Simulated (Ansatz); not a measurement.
Input of an Ansatz 0.2.0 run:

File input.yaml:

```yaml
crystal:
  lattice:
    - [0.0, 2.8331200468, 2.8331200468]
    - [2.8331200468, 0.0, 2.8331200468]
    - [2.8331200468, 2.8331200468, 0.0]
  atoms:
    - { symbol: S, position: [0.25, 0.25, 0.25] }
    - { symbol: Mg, position: [0.0, 0.0, 0.0] }
kpoints:
  mp_grid: { grid: [8, 8, 8] }
scf:
  occupations: { method: fermi_dirac, width: 0.05 }
hamiltonian:
  xc: lda
  pseudopotentials: { kind: all_electron, lapw: { basis_error: 0.001 } }
output:
  forces: true
  stress: true
relax:
  f_tol: 0.01
  max_steps: 60
  cell: {}
```

Potentials or basis: all-electron LAPW, scalar-relativistic.

The run is started by

```console
$ ansatz run input.yaml --threads 1 --pin off --max-ram 3072MiB --backend cpu --events-out ev --progress --plain --runs-dir out
```

**Question.** Estimate the relaxed cell.

**Answer.** a = 3.955 Å, b = 3.955 Å, c = 3.955 Å, α = 60.00°, β = 60.00°, γ = 60.00°.

**Question.** Predict the band gap on the k mesh.

**Answer.** 3.37 eV.

**Question.** What does it give for the space group after relaxing (to 0.05 Å)?

**Answer.** F-43m (No. 216).

**Question.** Estimate the relaxed volume.

**Answer.** 21.87 Å³/atom.

Step by step:
| step | energy change (eV) | largest force (eV/Å) | volume (Å³) |
| --- | --- | --- | --- |
| 1 | 0.0000 | 0.0000 | 45.48 |
| 2 | -0.0107 | 0.0000 | 44.31 |
| 3 | -0.0119 | 0.0000 | 43.75 |
| 4 | -0.0119 | 0.0000 | 43.75 |

A k mesh can miss the band edges. LDA gaps usually lie below the measured ones, often by a third to a half.
